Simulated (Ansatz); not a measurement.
# Energy ranking of AlH4 structures

The calculation used DFT PBE, scalar-relativistic, plane waves, PAW in Ansatz. All cells share a 420 eV cutoff and Γ-centred k meshes spaced at most about 0.3 Å⁻¹ (about 0.25 or finer for metals, 2π included). No spin polarisation.

Formation energies are uncorrected and refer to the elements' standard structures at the same level (H₂ as a molecule).

All energies are static (0 K, no zero-point motion). The comparison covers the computed candidates alone. For metals, differences of a few meV/atom aren't resolved. Weakly bound directions are ill-defined at this level, which has no dispersion term (P1, P4/mmm at 14.8 Å³/atom, I4/mmm, P4/mmm at 7.8 Å³/atom, P-6m2), and this can change margins and order among such cells. Kohn–Sham gaps at this level usually fall short of measured ones. With hydrogen, zero-point motion can shift formation energies by some tens of meV/atom.

Invented guesses were relaxed alike, and ends that match in structure were merged. ΔE counts from the first row. Coordination counts H atoms around Al (those within 1.25 times the shortest such distance or 1.15 times the sum of covalent radii; a plus sign parts nearer from farther groups; the shortest distance is added where it is long for a bond; a slash parts the counts of unlike sites). The ends were matched against large subsets of the Crystallography Open Database and the Materials Project, so a missing match doesn't prove that a structure is unreported.

```csv
#,reached from,type and space group,atoms,Å³/atom,coordination,ΔE (meV/atom),gap on mesh (eV),in databases
1,"a relaxed cell, shaken at random and relaxed again",P1 (No. 1),10,11.5,Al 1+4/6,0,1.86,no match
2,random cell,P4/mmm (No. 123),5,14.8,Al 4 from 2.3 Å,245,0.00,no match
3,MnGa4 type (Im-3m),Im-3m (No. 229),5,7.2,Al 8,319,0.00,no match
4,random cell,P6/mmm (No. 191),5,8.7,Al 8,322,0.00,no match
5,SnF4 type (I4/mmm),I4/mmm (No. 139),5,10.3,Al 6,363,0.00,no match
6,random cell,Pm-3m (No. 221),5,7.8,Al 6,433,0.00,no match
7,random cell,P4/mmm (No. 123),5,7.8,Al 8,460,0.00,no match
8,random cell,P-6m2 (No. 187),5,9.1,Al 3,496,0.00,no match
```

The lowest: Space group P1 (No. 1), triclinic, a = 2.597 Å, b = 3.603 Å, c = 12.396 Å, α = 83.2°, β = 88.9°, γ = 90.0°. Al on its first site has 1 H at 1.58 Å and 4 H at 1.74–1.81 Å; Al on its second site has 6 H at 1.74–1.80 Å; H on its first site is surrounded by 1 Al at 1.58 Å; H on its second site has 2 Al at 1.75 Å; H on its third site has 1 H at 0.75 Å; 5 more sites not described. Its energy over the elements is +0.108 eV/atom. It can't be a ground state, since the elements alone are lower. An observed structure of this formula, if there is one, may be missing.

```cif
data_structure
_symmetry_space_group_name_H-M 'P1'
_symmetry_Int_Tables_number 1
_cell_length_a 2.5973
_cell_length_b 3.6033
_cell_length_c 12.3960
_cell_angle_alpha 83.179
_cell_angle_beta 88.916
_cell_angle_gamma 89.974
_cell_volume 115.17
loop_
_atom_site_label
_atom_site_type_symbol
_atom_site_symmetry_multiplicity
_atom_site_Wyckoff_symbol
_atom_site_fract_x
_atom_site_fract_y
_atom_site_fract_z
_atom_site_occupancy
Al1 Al 1 a 0.87750 0.69281 0.70696 1
Al2 Al 1 a 0.92767 0.53828 0.30767 1
H1 H 1 a 0.88733 0.99143 0.60246 1
H2 H 1 a 0.43632 0.57718 0.21200 1
H3 H 1 a 0.97492 0.14846 0.98088 1
H4 H 1 a 0.92774 0.03866 0.30663 1
H5 H 1 a 0.36956 0.83696 0.79426 1
H6 H 1 a 0.41913 0.49964 0.40224 1
H7 H 1 a 0.38023 0.39745 0.68012 1
H8 H 1 a 0.79959 0.27915 0.00678 1
```

The second: Space group P4/mmm (No. 123), tetragonal, a = 5.431 Å, c = 2.505 Å. Al has 4 H at 2.32 Å and 2 Al at 2.51 Å; H is surrounded by 1 H at 0.80 Å and 1 Al at 2.32 Å. Counting H atoms around Al, the first has Al 1+4/6 and the second has Al 4 from 2.3 Å. The first and the second both hold H–H pairs as short as in free H₂ molecules. Shaken at random and relaxed again, row 7 falls into row 1, 0.46 eV/atom lower, so it is a saddle point or a shallow minimum. Cells without such a test can be saddle points. Some candidate types were left out of the draw beforehand, so a known form may be missing.
